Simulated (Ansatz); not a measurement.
The system is BP.

```
CELL_PARAMETERS angstrom
0.00000 2.26900 2.26900
2.26900 0.00000 2.26900
2.26900 2.26900 0.00000
ATOMIC_POSITIONS crystal
P 0.75000 0.75000 0.75000
B 0.00000 0.00000 0.00000
```

Base run:

- Program: Ansatz 0.2.0
- Functional: PBEsol
- Potentials or basis: Ansatz PAW
- Cutoff: 420 eV
- Density cutoff: 1680 eV
- k mesh: 6 × 6 × 6
- Occupations: fermi-dirac, width 0.05 eV
- Spin: no spin polarisation

Its results: band gap on the k mesh 1.22 eV, indirect (least direct gap 3.36 eV).

Question: After a change of settings the same cell gave: band gap on the k mesh 2.69 eV, indirect (least direct gap 5.00 eV). Which change was it?
A. functional from PBEsol to HISS
B. functional from PBEsol to HSEsol; k mesh from 6 × 6 × 6 to 5 × 5 × 5
C. functional from PBEsol to HSE06
D. functional from PBEsol to PBEsol0

Answer: D.

PBEsol0 gives the wider gap, since exact exchange removes part of the self-interaction.

Caveats: the density of states is complete only up to the lowest level of the last band computed (some runs); the k mesh misses the band edges, so the gap on the mesh is wider than the one along the path (some runs).

Not every run made on this cell is shown here.
